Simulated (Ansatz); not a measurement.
TiAl: a vibration from a frozen displacement

All numbers below come from DFT PBEsol, scalar-relativistic, plane waves, PAW (Ansatz 0.2.0). Settings: plane waves to 420 eV, k-mesh 16×16×12 (Γ-centred), Gaussian smearing 0.15 eV. No spin polarisation. Energies are free energies at this smearing, counted from the undisturbed cell; pressure is positive in compression.

The undisturbed cell (as given, not relaxed at this level; it stands at -3.9 GPa, and it needn't be the usual structure):

```xyz
2
Lattice="2.8373 0.0000 0.0000 0.0000 2.8373 0.0000 0.0000 0.0000 4.0591" Properties=species:S:1:pos:R:3 pbc="T T T"
Ti    0.0000    0.0000    0.0000
Al    1.4186    1.4186    2.0295
```

Every Ti atom is moved by x along the Cartesian unit vector (-1.000, 0.000, 0.000); the cell and all other atoms stay fixed. The cell's volume is 32.68 Å³; the moved atoms weigh 47.867 u together and the others 26.982 u. Some rows repeat others by symmetry and weren't run.

```
  x (Å)  ΔE (meV/cell) total force on the moved atoms along the move (eV/Å) pressure (GPa)
-0.3000         187.64                                                1.2191         -1.8122
-0.2625         144.52                                                1.0800         -2.2932
-0.2250         106.71                                                0.9354         -2.7179
-0.1875          74.42                                                0.7863         -3.0831
-0.1500          47.78                                                0.6334         -3.3857
-0.1125          26.95                                                0.4775         -3.6235
-0.0750          12.00                                                0.3195         -3.7945
-0.0375           3.00                                                0.1601         -3.8976
 0.0000           0.00                                                0.0000         -3.9321
 0.0375           3.00                                               -0.1601         -3.8976
 0.0750          12.00                                               -0.3195         -3.7945
 0.1125          26.95                                               -0.4775         -3.6235
 0.1500          47.78                                               -0.6334         -3.3857
 0.1875          74.42                                               -0.7863         -3.0831
 0.2250         106.71                                               -0.9354         -2.7179
 0.2625         144.52                                               -1.0800         -2.2932
 0.3000         187.64                                               -1.2191         -1.8122
```

Q: What frequency belongs to this motion?

A: The force constant is k = −dF/dx = 4.269 eV/Å², from the parabola through x = -0.0375, 0 and 0.0375. In every cell the moved atoms swing against the rest, so the mass is μ = m₁m₂/(m₁ + m₂) = 17.255 u, and ν̃ = 521.5 cm⁻¹ × √(|k|/μ) = 259 cm⁻¹, at this cell's pressure of -3.9 GPa. To first order in x, and within 1 %, the force on every atom lies along the move and, within each of the two groups, in proportion to the atom's mass, so this is itself a mode at the zone centre of this cell.

Q: How far does the harmonic law reach?

A: At x = -0.300 Å, kx²/2 = 192.12 meV against the computed 187.64 meV (-2.3 %): the well is still close to harmonic there.

Q: The pressure changes with x². What does that say about the frequency under compression?

A: With E = k(V)x²/2, k ∝ V^(−2γ) and x scaling with the cell as V^(1/3), P − P0 = −∂E/∂V = (2γ − 2/3) ΔE/V. At x = 0.0750 Å, V(P − P0) = 32.68 × 0.13760 / 160.2 eV = 28.06 meV and ΔE = 12.00 meV, so γ = 1/3 + V(P − P0)/(2ΔE) = 1.50. This is the Grüneisen parameter of the motion under uniform scaling of the cell: shrinking the cell evenly by 1 % in volume raises the frequency by about 1.50 %.

In a metal these slopes depend on the k mesh and the smearing.